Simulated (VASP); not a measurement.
# SnS2 (P-3m1) in VASP: relaxation of cell and atoms with LDA

Aim: the relaxation of cell and atoms of SnS2 with LDA.

Program: VASP 6.6.1. These are calculated values, not measurements. Logs are shortened: lines on timing, memory, paths and dates and some standing lists are left out, and cuts for length are marked.

### Step 1. The crystal as given

It takes space group P-3m1 (No. 164, trigonal). Conventional cell: a = 3.639 Å, b = 3.639 Å, c = 5.868 Å, α = 90.00°, β = 90.00°, γ = 120.00°. Sn (site symmetry -3m) has 6 S at 2.56 Å as nearest neighbours. S (site symmetry 3m) is surrounded by 3 Sn at 2.56 Å.

### Step 2. Relaxation of cell and atoms, LDA

INCAR

```
PREC     = Accurate       # precision mode
ENCUT    = 600            # plane-wave cutoff, eV
EDIFF    = 1E-7           # SCF threshold, eV
ISMEAR   = 0              # smearing method
SIGMA    = 0.05           # smearing width, eV
LREAL    = False          # projectors in reciprocal space
LASPH    = True           # aspherical terms in the spheres
NELM     = 100            # most SCF steps
ALGO     = Normal         # electronic algorithm
ISIF     = 3              # what is computed and relaxed
LWAVE    = False          # write WAVECAR
LCHARG   = False          # write CHGCAR
GGA      = CA             # functional
IBRION   = 2              # ionic algorithm
NSW      = 40             # ionic steps
EDIFFG   = -0.01          # ionic threshold
KPAR     = 2
```

KPOINTS

```
regular mesh
0
Gamma
  10 10 6
```

POSCAR

```
SnS2
1.0
    3.6390000000      0.0000000000      0.0000000000
   -1.8195000000      3.1514664444      0.0000000000
    0.0000000000      0.0000000000      5.8680000000
Sn S
1 2
Direct
    0.0000000000      0.0000000000      0.0000000000
    0.3333333333      0.6666666667      0.2500000000
    0.6666666667      0.3333333333      0.7500000000
```

Potentials or basis: VASP PAW LDA potentials, release 64 (Sn_d, S).

On the command line:

```
$ cat potpaw_LDA.64/Sn_d/POTCAR potpaw_LDA.64/S/POTCAR > POTCAR
$ mpirun -np 2 vasp_std > vasp.out
```

OUTCAR:

```text
PREC = Accurate
   ENCUT = 600
   EDIFF = 1E-7
   ISMEAR = 0
   LREAL = False
   LASPH = True
   NELM = 100
   ISIF = 3
   GGA = CA
   IBRION = 2
   NSW = 40
   EDIFFG = -0.01

 ion  position               nearest neighbor table
   1  0.000  0.000  0.000-   2 2.56   3 2.56   3 2.56   2 2.56   3 2.56   2 2.56
   2  0.333  0.667  0.250-   1 2.56   1 2.56   1 2.56
   3  0.667  0.333  0.750-   1 2.56   1 2.56   1 2.56

  LATTYP: Found a hexagonal cell.
 ALAT       =     3.6390000000
 C/A-ratio  =     1.6125309151

  Lattice vectors:

 A1 = (   3.6390000000,   0.0000000000,   0.0000000000)
 A2 = (  -1.8195000000,   3.1514664444,   0.0000000000)
 A3 = (   0.0000000000,   0.0000000000,   5.8680000000)

Analysis of symmetry for initial positions (statically):
=====================================================================
 Subroutine PRICEL returns:
 Original cell was already a primitive cell.

 Routine SETGRP: Setting up the symmetry group for a
 hexagonal supercell.

 Subroutine GETGRP returns: Found 12 space group operations
 (whereof 12 operations were pure point group operations)
 out of a pool of 24 trial point group operations.

The static configuration has the point symmetry D_3d.

Analysis of symmetry for dynamics (positions and initial velocities):
=====================================================================
 Subroutine PRICEL returns:
 Original cell was already a primitive cell.

 Routine SETGRP: Setting up the symmetry group for a
 hexagonal supercell.

 Subroutine GETGRP returns: Found 12 space group operations
 (whereof 12 operations were pure point group operations)
 out of a pool of 24 trial point group operations.

The dynamic configuration has the point symmetry D_3d.

 Subroutine INISYM returns: Found 12 space group operations
 (whereof 12 operations are pure point group operations),
 and found     1 'primitive' translations

----------------------------------------------------------------------------------------

                                     Primitive cell

  volume of cell :      67.2953

  direct lattice vectors                    reciprocal lattice vectors
     3.639000000  0.000000000  0.000000000     0.274800769  0.158656298  0.000000000
    -1.819500000  3.151466444  0.000000000     0.000000000  0.317312596  0.000000000
     0.000000000  0.000000000  5.868000000     0.000000000  0.000000000  0.170415815

  length of vectors
     3.639000000  3.639000000  5.868000000     0.317312596  0.317312596  0.170415815

  position of ions in fractional coordinates (direct lattice)
     0.000000000  0.000000000  0.000000000
     0.333333333  0.666666667  0.250000000
     0.666666667  0.333333333  0.750000000

  ion indices of the primitive-cell ions
   primitive index   ion index
                 1           1
                 2           2
                 3           3

----------------------------------------------------------------------------------------

 KPOINTS: regular mesh

Automatic generation of k-mesh.
 Grid dimensions read from file:
 generate k-points for:   10   10    6

 Generating k-lattice:

  Cartesian coordinates                     Fractional coordinates (reciprocal lattice)
     0.027480077  0.015865630  0.000000000     0.100000000  0.000000000  0.000000000
     0.000000000  0.031731260  0.000000000     0.000000000  0.100000000  0.000000000
     0.000000000  0.000000000  0.028402636     0.000000000  0.000000000  0.166666667

  Length of vectors
     0.031731260  0.031731260  0.028402636

  Shift w.r.t. Gamma in fractional coordinates (k-lattice)
     0.000000000  0.000000000  0.000000000

 Subroutine IBZKPT returns following result:
 ===========================================

 Found     72 irreducible k-points:

 Following reciprocal coordinates:
            Coordinates               Weight
  0.000000  0.000000  0.000000      1.000000
  0.100000  0.000000  0.000000      6.000000
  0.200000  0.000000  0.000000      6.000000
  0.300000  0.000000  0.000000      6.000000
  0.400000  0.000000  0.000000      6.000000
  0.500000  0.000000  0.000000      3.000000
[... 16 lines left out ...]
  0.000000  0.400000  0.166667      6.000000
  0.500000  0.000000  0.166667      6.000000
 [... further k-points ...]
   k-points           NKPTS =     72   k-points in BZ     NKDIM =     72   number of bands    NBANDS=     17
   number of dos      NEDOS =    301   number of ions     NIONS =      3
   total plane-waves  NPLWV =  43200
   dimension x,y,z NGX =    30 NGY =   30 NGZ =   48
   dimension x,y,z NGXF=    60 NGYF=   60 NGZF=   96
   ions per type =               1   2
   NGX,Y,Z   is equivalent  to a cutoff of  13.71, 13.71, 13.60 a.u.
   NGXF,Y,Z  is equivalent  to a cutoff of  27.41, 27.41, 27.20 a.u.
 SYSTEM =  unknown system
   PREC   = accura    normal or accurate (medium, high low for compatibility)
   ISTART =      0    job   : 0-new  1-cont  2-samecut
   ICHARG =      2    charge: 1-file 2-atom 10-const
   ISPIN  =      1    spin polarized calculation?
   LNONCOLLINEAR =      F non collinear calculations
   LSORBIT =      F    spin-orbit coupling
   LASPH  =      T    aspherical Exc in radial PAW
   ENCUT  =  600.0 eV  44.10 Ry    6.64 a.u.   7.27  7.27 11.72*2*pi/ulx,y,z
   NELM   =    100;   NELMIN=  2; NELMDL= -5     # of ELM steps
   EDIFF  = 0.1E-06   stopping-criterion for ELM
   LREAL  =      F    real-space projection
   EDIFFG = -.1E-01   stopping-criterion for IOM
   NSW    =     40    number of steps for IOM
   IBRION =      2    ionic relax: 0-MD 1-quasi-New 2-CG
   NFREE  =      1    steps in history (QN), initial steepest desc. (CG)
   ISIF   =      3    stress and relaxation
   ISYM   =      2    0-nonsym 1-usesym 2-fastsym
   POTIM  = 0.5000    time-step for ionic-motion
   TEBEG  =    0.0;   TEEND  =   0.0 temperature during run
   PSTRESS=    0.0 pullay stress
   NELECT =      26.0000    total number of electrons
   NUPDOWN=      -1.0000    fix difference up-down
   EMIN   =  10.00;   EMAX   =-10.00  energy-range for DOS
   EFERMI =   0.00;   METHOD = LEGACY
   ISMEAR =     0;   SIGMA  =   0.05  broadening in eV -4-tet -1-fermi 0-gaus
   EFERMI_NEDOS =   21; number of points for ismear=-14 and -15
   IALGO  =     38    algorithm
   IMIX   =      4    mixing-type and parameters
     AMIX     =   0.40;   BMIX     =  1.00
     AMIX_MAG =   1.60;   BMIX_MAG =  1.00
  volume/ion in A,a.u.               =      22.43       151.38
  Fermi-wavevector in a.u.,A,eV,Ry     =   1.192352  2.253218 19.343434  1.421702
  Thomas-Fermi vector in A             =   2.328392
   LORBIT       =      0    0 simple, 1 ext, 2 COOP (PROOUT), +10 PAW based schemes
   GGA     = CA    functional components
   LHFCALC =     F    Hartree Fock is set to
   AEXX    =    0.0000 exact exchange contribution
   IVDW    =     0    specifies the selected vdW correction
   LEPSILON=     F    determine dielectric tensor
   LRPA    =     F    only Hartree local field effects (RPA)
 conjugate gradient relaxation of ions
 non-spin polarized calculation
 Gauss-broadening in eV      SIGMA  =   0.05
  energy-cutoff  :      600.00
  volume of cell :       67.30
 maximum number of plane-waves:      2297
 NGX is ok and might be reduce to    30
   NGX = 15   NGY = 15   NGZ = 23

--------------------------------------- Ionic step        1  -------------------------------------------

 number of electron      25.9999995 magnetization

 Free energy of the ion-electron system (eV)
  ---------------------------------------------------
  ext. energy  EPLUGINS =         0.00000000
  ---------------------------------------------------
  free energy    TOTEN  =       -15.06775473 eV

  energy without entropy =      -15.06775473  energy(sigma->0) =      -15.06775473

------------------------ aborting loop because EDIFF is reached ----------------------------------------

  FORCE on cell =-STRESS in cart. coord.  units (eV):
  Direction    XX          YY          ZZ          XY          YZ          ZX
  --------------------------------------------------------------------------------------
  -------------------------------------------------------------------------------------
  Total       -0.2913699     -0.2913699     -0.3040957      0.0000000      0.0000000      0.0000000
  in kB       -6.9369799     -6.9369799     -7.2399577      0.0000000      0.0000000      0.0000000
  external PRESSURE =      -7.0379725 kB  Pullay stress =       0.0000000 kB
[... 92 lines left out ...]
  FREE ENERGIE OF THE ION-ELECTRON SYSTEM (eV)
  ---------------------------------------------------
  free  energy   TOTEN  =       -15.0689964487 eV

  energy  without entropy=      -15.0689964487  energy(sigma->0) =      -15.06899645

[... ionic steps 4 to 7 ...]

--------------------------------------- Ionic step        8  -------------------------------------------

 number of electron      25.9999997 magnetization

------------------------ aborting loop because EDIFF is reached ----------------------------------------

  FORCE on cell =-STRESS in cart. coord.  units (eV):
  Direction    XX          YY          ZZ          XY          YZ          ZX
  --------------------------------------------------------------------------------------
  -------------------------------------------------------------------------------------
  Total        0.1042734      0.1042734     -0.1972378      0.0000000     -0.0000000      0.0000000
  in kB        2.5363283      2.5363283     -4.7975776      0.0000000     -0.0000000      0.0000000
  external PRESSURE =       0.0916930 kB  Pullay stress =       0.0000000 kB
[... 59 lines left out ...]
  energy  without entropy=      -15.0722228567  energy(sigma->0) =      -15.07222286

--------------------------------------- Ionic step       10  -------------------------------------------

 number of electron      25.9999996 magnetization

 Free energy of the ion-electron system (eV)
  ---------------------------------------------------
  ext. energy  EPLUGINS =         0.00000000
  ---------------------------------------------------
  free energy    TOTEN  =       -15.07293768 eV

  energy without entropy =      -15.07293768  energy(sigma->0) =      -15.07293768

 E-fermi :   5.4811     XC(G=0): -10.2194

 val. band max:        5.2283234934   @ k =   0.0000   0.0000   0.0000
 cond. band min:       6.3255657152   @ k =   0.0000   0.4000   0.3333
 fundamental gap:      1.0972422217
 Fermi energy:         5.4810799503

 k-point     1 :       0.0000    0.0000    0.0000
  band No.  band energies     occupation
      1     -15.8418      2.00000
      2     -15.8418      2.00000
      3     -15.7911      2.00000
      4     -15.7621      2.00000
      5     -15.7621      2.00000
      6      -8.9109      2.00000
[... 9 lines left out ...]
     16      10.4035      0.00000
     17      10.4035      0.00000
[... 443 lines left out ...]
      1     -15.9277      2.00000
      2     -15.8057      2.00000
      3     -15.8042      2.00000
      4     -15.7278      2.00000
      5     -15.7244      2.00000
      6      -6.8495      2.00000
[... 9 lines left out ...]
     16      11.0411      0.00000
     17      11.1772      0.00000

 [... further k-points ...]
[... 5 lines left out ...]
  --------------------------------------------------------------------------------------
  -------------------------------------------------------------------------------------
  Total        0.0154397      0.0154397      0.0043772     -0.0000000      0.0000000     -0.0000000
  in kB        0.3803827      0.3803827      0.1078394     -0.0000000      0.0000000     -0.0000000
  external PRESSURE =       0.2895349 kB  Pullay stress =       0.0000000 kB
[... 18 lines left out ...]
  FREE ENERGIE OF THE ION-ELECTRON SYSTEM (eV)
  ---------------------------------------------------
  free  energy   TOTEN  =       -15.0729376763 eV

  energy  without entropy=      -15.0729376763  energy(sigma->0) =      -15.07293768

 reached required accuracy - stopping structural energy minimisation
```

Run time: 5.3 min. Hardware: 2 MPI ranks of Intel Xeon Platinum 8488C (Sapphire Rapids), shared host; peak memory 0.23 GiB.

What came out:

```yaml
Free_energy: -15.0729 eV
Relaxed_volume: 21.68 Å³/atom
Relaxed_cell: a = 3.631 Å, b = 3.631 Å, c = 5.695 Å, α = 90.00°, β = 90.00°, γ = 120.00°
Space_group_after_relaxing_to_0.05_Å: P-3m1 (No. 164)
Energy_gained_by_relaxing: 1.7 meV/atom
Ionic_steps: 10
Pressure_after_relaxing: 0.0 GPa
Largest_force_after_relaxing: 0.005 eV/Å
Band_gap_on_the_k_mesh: 1.10 eV, indirect (least direct gap 1.62 eV)
```

Forces on the atoms (eV/Å):
```
Sn   0.000  0.000  0.000
S    0.000  0.000 -0.005
S    0.000  0.000  0.005
```

The path:
| step | energy change (eV) | largest force (eV/Å) | pressure (GPa) | volume (Å³) |
| --- | --- | --- | --- | --- |
| 1 | 0.0000 | 0.0011 | -0.70 | 67.30 |
| 2 | -0.0006 | 0.1423 | 0.51 | 66.34 |
| 3 | -0.0012 | 0.0831 | 0.00 | 66.73 |
| 4 | -0.0018 | 0.0655 | -0.01 | 66.60 |
| 5 | -0.0029 | 0.0124 | 0.00 | 66.18 |
| 6 | -0.0019 | 0.0944 | 0.03 | 65.36 |
| 7 | -0.0030 | 0.0156 | 0.01 | 65.96 |
| 8 | -0.0034 | 0.0143 | 0.01 | 65.87 |
| 9 | -0.0045 | 0.0113 | 0.00 | 65.59 |
| 10 | -0.0052 | 0.0052 | 0.03 | 65.03 |

Final structure:
```
CELL_PARAMETERS angstrom
3.63113 0.00000 0.00000
-1.81556 3.14465 0.00000
0.00000 0.00000 5.69528
ATOMIC_POSITIONS crystal
Sn 0.00000 0.00000 0.00000
S 0.33333 0.66667 0.25767
S 0.66667 0.33333 0.74233
```

Caveat: spin-orbit coupling is left out, which moves the levels of the heavy elements. A k mesh can miss the band edges.
